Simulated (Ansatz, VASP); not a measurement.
**One calculation of KCl, two programs**

```
CELL_PARAMETERS angstrom
-0.07595 3.12519 3.12519
3.12519 -0.07595 3.12519
3.12519 3.12519 -0.07595
ATOMIC_POSITIONS crystal
K 0.00000 0.00000 0.00000
Cl 0.50000 0.50000 0.50000
```

Change from the starting cell: epitaxial_111 strain +1.8%.

Alike in both runs: task single point; functional r2SCAN; k mesh 8 × 8 × 8; no spin polarisation.

```csv
,VASP,Ansatz
version,VASP 6.6.1,Ansatz 0.2.0
potentials or method,"VASP PAW PBE potentials, release 64 (K_sv, Cl)","plane waves, PAW"
plane-wave cutoff (eV),520,500
occupations,"gaussian, width 0.01 eV",fixed
valence electrons in the cell,16,16
```

|  | VASP | Ansatz | Ansatz less VASP |
| --- | --- | --- | --- |
| gap on the k mesh at the Fermi level (eV) | 5.72 | 5.72 | -0.004 |
| pressure (GPa) | -0.3 | -0.3 | +0.03 |
| largest component of the traceless stress (GPa) | 0.15 | 0.15 | +0.001 |

Caveats: the PAW data sets were made with another functional, which shifts forces and pressure a little (VASP). A k mesh can miss the band edges.
